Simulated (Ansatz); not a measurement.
# HfC: equation of state with PBE

HfC:

```xyz
2
Lattice="0.0000 2.3250 2.3250 2.3250 0.0000 2.3250 2.3250 2.3250 0.0000" Properties=species:S:1:pos:R:3 pbc="T T T"
Hf    2.3250    2.3250    2.3250
C     0.0000    0.0000    0.0000
```

```yaml
Program: Ansatz 0.2.0
Task: equation of state
Functional: PBE
Potentials_or_basis: all-electron LAPW, scalar-relativistic
Basis_error_allowed: 0.0005 eV/atom
k_mesh: 10 × 10 × 10
Occupations: fermi-dirac, width 0.05 eV
Spin: no spin polarisation
```

| Item | Value |
| --- | --- |
| Equilibrium volume | 12.58 Å³/atom |
| Bulk modulus | 233 GPa |
| Pressure derivative of the bulk modulus | 4.0 |

Energy against volume, from the lowest point:
```csv
volume (Å³/atom),energy (meV/atom)
11.814,38.00
12.065,16.63
12.317,4.25
12.568,0.00
12.819,3.12
13.071,12.92
13.322,28.75
```

All runs of the series together: 2.6 min on 1 thread of Arm Neoverse N1 (shared host).

The run has no spin-orbit coupling, so splittings on Hf are missing.
